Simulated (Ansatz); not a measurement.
**Si in Cu(111), 2x2: scattering by a point defect**

Wanted: the reflection from a plane of defects, Si in Cu(111), 2x2, and the resistivity it implies.

Method: Ansatz plane-wave DFT, PBE, PAW files; ballistic transport by layer matching (Landauer), zero bias; PAW set soft_1, in the first sound run; inputs show where later runs differ, in Ansatz 0.2.0.

Most raw output is cut from this account.

## (1) Starting point

The cell holds 44 atoms: 43 Cu and 1 Si. Cell: a = 5.112 Å, b = 5.112 Å, c = 23.005 Å, α = 86.8°, β = 93.2°, γ = 120.0°. It derives from Cu. Regions: lead, 24 atoms (24 Cu); scattering region, 20 atoms (19 Cu and 1 Si). The structure is stacked along c, and the current runs across the ab planes.

## (2) Transmission at ideal sites

The defect sits in one plane of the supercell, all atoms on ideal sites; the layers about the cell's end are the lead. The mesh across the current, 12×12, is finer than the density's, because channels open and close sharply across the zone. Energies from -0.1 to 0.1 eV in steps of 0.05 eV are too few for the program's thermal sum, so it prints no conductance; for a metal the transmission near the Fermi level serves, at a fraction of the cost.

File input.yaml:

```yaml
crystal:
  lattice:
    - [5.1123254594, 0.0, 0.0]
    - [-2.5561627297, 4.4274037203, 0.0]
    - [-1.2780813649, 0.73790062, 22.9580794202]
  atoms:
    - { symbol: Cu, position: [0.0075757576, 0.9924242424, 0.0454545455] }
    - { symbol: Cu, position: [0.0075757576, 0.4924242424, 0.0454545455] }
    - { symbol: Cu, position: [0.5075757576, 0.9924242424, 0.0454545455] }
    - { symbol: Cu, position: [0.5075757576, 0.4924242424, 0.0454545455] }
    - { symbol: Cu, position: [0.1893939394, 0.3106060606, 0.1363636364] }
    - { symbol: Cu, position: [0.1893939394, 0.8106060606, 0.1363636364] }
    - { symbol: Cu, position: [0.6893939394, 0.3106060606, 0.1363636364] }
    - { symbol: Cu, position: [0.6893939394, 0.8106060606, 0.1363636364] }
[... 32 atom lines left out ...]
    - { symbol: Cu, position: [0.3257575758, 0.1742424242, 0.9545454545] }
    - { symbol: Cu, position: [0.3257575758, 0.6742424242, 0.9545454545] }
    - { symbol: Cu, position: [0.8257575758, 0.1742424242, 0.9545454545] }
    - { symbol: Cu, position: [0.8257575758, 0.6742424242, 0.9545454545] }
kpoints:
  mp_grid: { grid: [5, 5, 1] }
hamiltonian:
  xc: pbe
  pseudopotentials: { kind: paw, azcp: { folder: soft_1 } }
scf:
  occupations: { method: fermi_dirac, width: 0.1 }
output:
  transmission: { leads: [[0, 4]], kmesh: [12, 12], e_range: [-0.1, 0.1], de: 0.05 }
  write_potential: true
  write_density: true
  volumetric_format: npy
  elf: true
```

Command:

```console
$ ansatz run input.yaml --threads 4 --pin off --max-ram 15360MiB --backend cpu --events-out ev --progress --plain --runs-dir out
```

Elapsed: 6.2 min, on 4 threads of Intel Xeon Platinum 8259CL at 2.50GHz (Skylake/Cascade Lake), shared host; peak memory 5.2 GiB; 22 min of CPU time.

This run has no spin polarisation although its electron count is odd.

Numbers from this step:

| Item | Value |
| --- | --- |
| free energy | -285519.0358 eV |
| energy at zero smearing | -285518.7802 eV |
| Fermi energy | 16.32 eV |
| cell area | 22.63 Å² |
| transmission per spin nearest the Fermi level | 2.655 |
| open channels per spin nearest the Fermi level | 3.146 |
| step of the lead's potential | 7.5 meV |

Per spin. Transmission, zone mean against energy, zero at the Fermi level:

```
energy (eV)  transmission, zone mean
    -0.1000                     2.74
    -0.0500                     2.71
     0.0000                     2.65
     0.0500                     2.65
     0.1000                     2.60
```

Per spin. The open channels, zone mean, lead stays at 3.15 for energy from -0.1 to 0.1 eV.

Transmission over k1 and k2. At 0.0000 eV from the Fermi level.

Ten even steps from '_' (0.86) to '@' (3.75):
```
**@@**----**@@****####**
****@@******@@******####
##--**%%====%%**--##**##
**--**====--====**--****
******==--....--==******
@@@@@@%%==..__..==%%@@@@
********==--....--==****
******--**====--====**--
####**##--**%%====%%**--
**####******@@******@@**
****####****@@**----**@@
@@****##****@@****##****
```
Columns: k1 (b1) from -0.5 to 0.417; rows upwards: k2 (b2) from -0.5 to 0.417.

Open channels over k1 and k2. At 0.0000 eV from the Fermi level.

Values, 12 rows by 12 columns:
```
3.00 4.00 3.00 3.00 3.00 3.00 4.00 3.00 3.00 3.00 3.00 3.00
3.00 3.00 4.00 3.00 3.00 3.00 4.00 3.00 3.00 3.00 3.00 3.00
3.00 3.00 3.00 4.00 3.00 3.00 4.00 3.00 3.00 3.00 3.00 3.00
3.00 3.00 3.00 3.00 3.00 3.00 3.00 3.00 3.00 3.00 3.00 3.00
3.00 3.00 3.00 3.00 3.00 3.00 3.00 3.00 3.00 3.00 3.00 3.00
4.00 4.00 4.00 4.00 3.00 3.00 3.00 3.00 3.00 4.00 4.00 4.00
3.00 3.00 3.00 3.00 3.00 3.00 3.00 3.00 3.00 3.00 3.00 3.00
3.00 3.00 3.00 3.00 3.00 3.00 3.00 3.00 3.00 3.00 3.00 3.00
3.00 3.00 3.00 3.00 3.00 3.00 4.00 3.00 3.00 4.00 3.00 3.00
3.00 3.00 3.00 3.00 3.00 3.00 4.00 3.00 3.00 3.00 4.00 3.00
3.00 3.00 3.00 3.00 3.00 3.00 4.00 3.00 3.00 3.00 3.00 4.00
4.00 3.00 3.00 3.00 3.00 3.00 4.00 3.00 3.00 3.00 3.00 3.00
```
Columns: k1 (b1) from -0.5 to 0.417; rows upwards: k2 (b2) from -0.5 to 0.417.

ELF in the ca plane at fractional y = 0.083, with atoms of Si and Cu within 0.2 Å of it. It is the smooth field of the valence electrons, not physical close to the nuclei.

Ten even steps from '0' (0.15) to '9' (0.65), each cell a mean:
```
21112000000110011111220059101322111112200261
11122004500122111112220047101211111000110000
11122003300111011111111000001100010000011000
11112000000100001100001100111000010000012111
11001100011000001100002456541000010000011000
10001111111000001100014899973000010000010000
10001100001000001100037965796211111111210261
21112000000110011211259746598422211112200261
11122004500122111222369845597311111000110000
11122003300110011111138976895100010000011000
11112000000100001100015899862000010000012111
11001100011000001100002444421000010000011000
10001111111000001100001100011000010000010000
10001100001000001100011000001111111111210261
```
Columns run along c (16.0 Å, from fractional 0.11 to 0.80 of the cell), rows up along a (5.1 Å). Atoms in or near the plane, at fractional coordinates: Si at (0.50, 0.42), Cu at (0.50, 0.92), Cu at (0.77, 0.46), Cu at (0.77, 0.96).

Valence density in the ca plane at fractional y = 0.083, with atoms of Si and Cu within 0.2 Å of it. It is the smooth field of the valence electrons, not physical close to the nuclei.

Ten steps, logarithmic in the rise over the least value, from '0' (0 e/Å³) to '9' (49 e/Å³), each cell a mean:
```
00000025531000000000000489620000000000003786
00000148851000000000000489620000000000001453
00000047841000000000000245300000000122100110
00000024420011100001100011000011000243100000
00000001100023310012100000000011000233100111
00000000000024310011100000000011000011001353
00000001100012100000000000000000000000003796
00000025531000000000000000000000000000003786
00000148851000000000000000000000000000001453
00000047841000000000000000000000000122100110
00000024420011100001100000000011000243100000
00000001100023310012100000000011000233100111
00000000000024310011100011100011000011001353
00000001100012100000000246310000000000003796
```
Columns run along c (16.0 Å, from fractional 0.11 to 0.80 of the cell), rows up along a (5.1 Å). Atoms in or near the plane, at fractional coordinates: Si at (0.50, 0.42), Cu at (0.50, 0.92), Cu at (0.77, 0.46), Cu at (0.77, 0.96).

Electrostatic potential energy in the ca plane at fractional y = 0.083, with atoms of Si and Cu within 0.2 Å of it. With pseudopotentials it is smooth inside the atoms' cores, unlike the true potential.

Ten even steps from '0' (-44 eV) to '9' (18 eV), each cell a mean:
```
99999962258999999999998400169999999999995001
99999830027999999999998400179999999988997435
99999830038999999999999732589988999766899888
99999964469986789988899988899877898634799999
99999998899963479986799999999877899645899878
99999999999853479987899877899988999878997424
99999998789976799999999644479999999999995000
99999962258999999999998457469999999999995001
99999830027999999999998456469999999988997435
99999830038999999999998644589988999766899888
99999964469986789988899887899877898634799999
99999998899963479986799999999877899645899878
99999999999863479987899977899988999878997424
99999998789976799999999721489999999999995000
```
Columns run along c (16.0 Å, from fractional 0.11 to 0.80 of the cell; values clipped at the 3rd and 97th percentile), rows up along a (5.1 Å). Atoms in or near the plane, at fractional coordinates: Si at (0.50, 0.42), Cu at (0.50, 0.92), Cu at (0.77, 0.46), Cu at (0.77, 0.96).

Over the solved energies the transmission per spin lies between 2.60 and 2.74, out of 3.15 channels of the lead on average (up to 3.15).

## (3) Resistance at ideal sites

This step: Ansatz plane-wave DFT, PBE, PAW files; ballistic transport by layer matching (Landauer), zero bias; area resistance of the defect plane and resistivity an atomic per cent; PAW set soft_1 (Ansatz 0.2.0).

This step gave:

```
area resistance                                                                                 : 0.1658 fΩ m²
T over the leads' mean channel count                                                            : 0.8485
resistivity per at.% scaled from this dense plane, with the factor 3/4 for isotropic scattering : 2.384 µΩ cm
```

Averaged over the energies near the Fermi level, 84.8 % of the channels pass, which makes 0.166 fΩ m².

By hand, with T and the leads' channels N averaged over the energies near the Fermi level: RA = A (h/2e²)(1/T − 1/N) = 22.63×10⁻²⁰ m² × 12 906 Ω × (1/2.669 − 1/3.146) = 0.166 fΩ m². Per atomic per cent: RA × A / V_atom × 0.01 × 3/4 = 2.38 µΩ cm, with the host's V_atom = 11.81 Å³.

## (4) Relaxing the neighbours

The neighbours of the defect are let go while the lead's layers stay on their sites, since a lead must repeat to 0.01 Å.

This step: Ansatz plane-wave DFT, PBE, PAW files; relaxation with the lead's layers held; PAW set soft_1 (Ansatz 0.2.0).

Changes to input.yaml since step 2:

```diff
@@ -57,7 +57,6 @@
   occupations: { method: fermi_dirac, width: 0.1 }
-output:
-  transmission: { leads: [[0, 4]], kmesh: [12, 12], e_range: [-0.1, 0.1], de: 0.05 }
-  write_potential: true
-  write_density: true
-  volumetric_format: npy
-  elf: true
+relax:
+  f_tol: 0.03
+  max_steps: 40
+  constraints:
+    - { sites: [0, 1, 2, 3, 4, 5, 6, 7, 8, 9, 10, 11, 32, 33, 34, 35, 36, 37, 38, 39, 40, 41, 42, 43] }
```

The job ended after 3.9 min (4 threads; peak memory 5.2 GiB).

Relaxation path:

```
step  energy less that of the first step (eV)  largest force component (eV/Å)
   1                                   0.0000                          0.2512
   2                                  -0.0066                          0.1738
   3                                  -0.0131                          0.0047
   4                                  -0.0131                          0.0047
```

Forces are held to the 4 operations that the run works with; a distortion that breaks them can't arise in this run.

The atoms that moved most (Å):

```
atom      dx      dy      dz  length
Cu26  -0.004   0.002   0.043   0.044
Cu20   0.004  -0.002  -0.043   0.044
Cu31  -0.005  -0.002   0.010   0.011
Cu30  -0.001   0.005   0.010   0.011
Cu16   0.001  -0.005  -0.010   0.011
Cu13   0.005   0.002  -0.010   0.011
Cu17   0.007  -0.004   0.005   0.009
Cu27  -0.007   0.004  -0.005   0.009
```

Numbers from this step:

- free energy: -285519.0489 eV
- energy at zero smearing: -285518.7940 eV

The largest force component on a free atom ends at 0.0047 eV/Å, under the tolerance of 0.03, after 4 steps.

## (5) Transmission after relaxation, relaxed yes

The transmission is solved again on the relaxed atoms.

This step: Ansatz plane-wave DFT, PBE, PAW files; ballistic transport by layer matching (Landauer), zero bias; PAW set soft_1 (Ansatz 0.2.0).

File input.yaml:

```yaml
crystal:
  lattice:
    - [5.1123254594, 0.0, 0.0]
    - [-2.5561627297, 4.4274037203, 0.0]
    - [-1.2780813649, 0.73790062, 22.9580794202]
  atoms:
    - { symbol: Cu, position: [0.0075757576, 0.9924242424, 0.0454545455] }
    - { symbol: Cu, position: [0.0075757576, 0.4924242424, 0.0454545455] }
    - { symbol: Cu, position: [0.5075757576, 0.9924242424, 0.0454545455] }
    - { symbol: Cu, position: [0.5075757576, 0.4924242424, 0.0454545455] }
    - { symbol: Cu, position: [0.1893939394, 0.3106060606, 0.1363636364] }
    - { symbol: Cu, position: [0.1893939394, 0.8106060606, 0.1363636364] }
    - { symbol: Cu, position: [0.6893939394, 0.3106060606, 0.1363636364] }
    - { symbol: Cu, position: [0.6893939394, 0.8106060606, 0.1363636364] }
[... 32 atom lines left out ...]
    - { symbol: Cu, position: [0.3257575758, 0.1742424242, 0.9545454545] }
    - { symbol: Cu, position: [0.3257575758, 0.6742424242, 0.9545454545] }
    - { symbol: Cu, position: [0.8257575758, 0.1742424242, 0.9545454545] }
    - { symbol: Cu, position: [0.8257575758, 0.6742424242, 0.9545454545] }
kpoints:
  mp_grid: { grid: [5, 5, 1] }
hamiltonian:
  xc: pbe
  pseudopotentials: { kind: paw, azcp: { folder: soft_1 } }
scf:
  occupations: { method: fermi_dirac, width: 0.1 }
output:
  transmission:
    leads: [[0, 4]]
    kmesh: [10, 10]
    e_range: [-0.05, 0.05]
    de: 0.05
  write_potential: true
  write_density: true
  volumetric_format: npy
```

Elapsed: 4.3 min, on 4 threads; peak memory 5.2 GiB; 16 min of CPU time.

Numbers from this step:

| Quantity | Value |
| --- | --- |
| transmission per spin nearest the Fermi level | 2.749 |
| open channels per spin nearest the Fermi level | 3.21 |
| step of the lead's potential | 7.7 meV |

Per spin. Table of transmission, zone mean by energy, zero at the Fermi level:

```
energy (eV)  transmission, zone mean
    -0.0500                     2.77
     0.0000                     2.75
     0.0500                     2.72
```

Transmission over k1 and k2. At 0.0000 eV from the Fermi level.

Ten even steps from '_' (0.84) to '@' (3.71):
```
##@@**==**@@########
##**@@++++@@**######
##==++**==**++==####
##**++==....==++**##
@@@@@@**..__..**@@@@
####**++==....==++**
######==++**==**++==
########**@@++++@@**
##########@@**==**@@
@@########@@########
```
Columns: k1 (b1) from -0.5 to 0.4; rows upwards: k2 (b2) from -0.5 to 0.4.

Over the solved energies the transmission per spin lies between 2.72 and 2.77, out of 3.21 channels of the lead on average (up to 3.21).

## (6) Resistance after relaxation

This step: Ansatz plane-wave DFT, PBE, PAW files; ballistic transport by layer matching (Landauer), zero bias; area resistance of the defect plane and resistivity an atomic per cent; PAW set soft_1 (Ansatz 0.2.0).

This step gave:

* area resistance: 0.1545 fΩ m²
* T over the leads' mean channel count: 0.8549
* resistivity per at.% scaled from this dense plane, with the factor 3/4 for isotropic scattering: 2.220 µΩ cm

Averaged over the energies near the Fermi level, 85.5 % of the channels pass, which makes 0.154 fΩ m², against 0.166 on ideal sites.

## (7) Outcome

- share of channels that pass, rigid: 0.848
- area resistance, rigid: 0.166 fΩ m²
- resistivity per at.% from the area resistance, times 3/4, rigid: 2.38 µΩ cm
- share of channels that pass, relaxed: 0.855
- area resistance, relaxed: 0.154 fΩ m²
- resistivity per at.% from the area resistance, times 3/4, relaxed: 2.22 µΩ cm

**Reading.** The plane of defects adds 0.15 fΩ m². Scaled to one atomic per cent that is 3.0 µΩ cm as it stands and 2.2 with the factor 3/4 for isotropic scattering on a spherical Fermi surface. These are rough estimates of the dilute value, not bounds. One Si in each 2x2 cell reflects 15 % of the lead's channels. The relaxed cell differs by -6.9 % in resistance; between the two runs the lead's own channel count goes from 3.15 to 3.21, so sampling may have a part in it. The defects form a dense periodic sheet that scatters coherently, unlike a dilute random alloy. T and N are means over the solved energies nearest the Fermi level.

[Logs are printed without paths, hosts, clocks, repeated set-up lines and the standing remarks that a program may print on its own settings, such as how far it seeks lower states.]

[Hosts, paths, dates, database ids (printed as entryN), source tags and the programs' standing remarks are cut or masked in the printed files.]
